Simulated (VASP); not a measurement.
Wanted: the native input for a VASP 6.6.1 run.

```
Task                   : relaxation of cell and atoms
Functional             : rev-vdW-DF2
Potentials or basis    : VASP PAW PBE potentials, release 64 (Hg, Se)
Cutoff                 : 600 eV
k mesh                 : 8 × 8 × 8
Occupations            : fermi-dirac, width 0.05 eV
Spin                   : no spin polarisation
Further INCAR settings : ALGO = Fast; EDIFF = 1e-06; IBRION = 2; EDIFFG = -0.02; NSW = 40; ISIF = 3
```

The structure of HgSe lies in POSCAR:

```
HgSe
1.0
    0.0000000000      3.0390000000      3.0390000000
    3.0390000000      0.0000000000      3.0390000000
    3.0390000000      3.0390000000      0.0000000000
Hg Se
1 1
Direct
    0.0000000000      0.0000000000      0.0000000000
    0.7500000000      0.7500000000      0.7500000000
```

These files were run (other wordings do the same):

INCAR

```
  PREC = Accurate
  ENCUT = 600
  EDIFF = 1E-6
  ISMEAR = -1
  SIGMA = 0.05
  LREAL = F
  LASPH = T
  NELM = 60
  ALGO = Fast
  ISIF = 3
  LWAVE = F
  LCHARG = F
  GGA = MK
  LUSE_VDW = T
  AGGAC = 0.0
  PARAM1 = 0.1234
  PARAM2 = 0.711357
  ZAB_VDW = -1.8867
  IBRION = 2
  NSW = 40
  EDIFFG = -0.02
```

KPOINTS

```
Automatic mesh
0
Gamma
  8 8 8
```

Potentials or basis: VASP PAW PBE potentials, release 64 (Hg, Se).

The run is started by

```console
$ cat potpaw_PBE.64/Hg/POTCAR potpaw_PBE.64/Se/POTCAR > POTCAR
$ mpirun -np 1 vasp_std > vasp.out
```

It gave:

| Property | Result |
| --- | --- |
| Relaxed volume | 30.06 Å³/atom |
| Relaxed cell | a = 4.397 Å, b = 4.397 Å, c = 4.397 Å, α = 60.00°, β = 60.00°, γ = 60.00° |
| Space group after relaxing (to 0.05 Å) | F-43m (No. 216) |
| Energy gained by relaxing | 22.3 meV/atom |
| Ionic steps | 3 |
| Pressure after relaxing | 0.0 GPa |
| Band gap on the k mesh | none (metal or under the smearing width) |

Caveat: the PAW data sets were made with another functional, which shifts forces and pressure a little.

It took 4 min on 1 thread of Intel(R) Xeon(R) Platinum 8259CL CPU @ 2.50GHz (Skylake/Cascade Lake), on a shared host, peak memory 0.47 GiB.
